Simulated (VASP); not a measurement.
Here is a VASP 6.6.1 calculation.

Contents of POSCAR:

```
Bi
1.0
   -1.9828555267      1.9828555267      1.9828555267
    1.9828555267     -1.9828555267      1.9828555267
    1.9828555267      1.9828555267     -1.9828555267
Bi
1
Direct
    0.0000000000      0.0000000000      0.0000000000
```

INCAR.step1

```
SYSTEM = Bi
ALGO = Normal ; EDIFF = 1E-4
ENCUT = 520 ; GGA = PE
ISMEAR = -1 ; LASPH = .TRUE.
LCHARG = .FALSE. ; LREAL = .FALSE.
LWAVE = .TRUE. ; NBANDS = 14
NELM = 100 ; PREC = Accurate
SIGMA = 0.15
```

INCAR.step2

```
SYSTEM = Bi
ALGO = Normal ; EDIFF = 1E-7
ENCUT = 520 ; ISIF = 2
ISMEAR = -1 ; ISTART = 1
LASPH = .TRUE. ; LCHARG = .FALSE.
LMIXTAU = .TRUE. ; LREAL = .FALSE.
LWAVE = .FALSE. ; METAGGA = R2SCAN
NBANDS = 14 ; NELM = 100
PREC = Accurate ; SIGMA = 0.15
```

File KPOINTS:

```
k-points
0
G
  16 16 16
  0 0 0
```

Potentials or basis: VASP PAW PBE potentials, release 64 (Bi_d).

Command:

```console
$ cat potpaw_PBE.64/Bi_d/POTCAR > POTCAR
$ cp INCAR.step1 INCAR
$ mpirun -np 1 vasp_std > vasp.out
$ cp INCAR.step2 INCAR
$ mpirun -np 1 vasp_std > vasp.out
```

(1) Predict the pressure.

(2) Estimate the band gap on the k mesh.

## Answers

(1) 0.0 GPa.

(2) none (metal or under the smearing width).

Caveat: the PAW data sets were made with another functional, which shifts forces and pressure a little; spin-orbit coupling is left out, which moves the levels of the heavy elements.
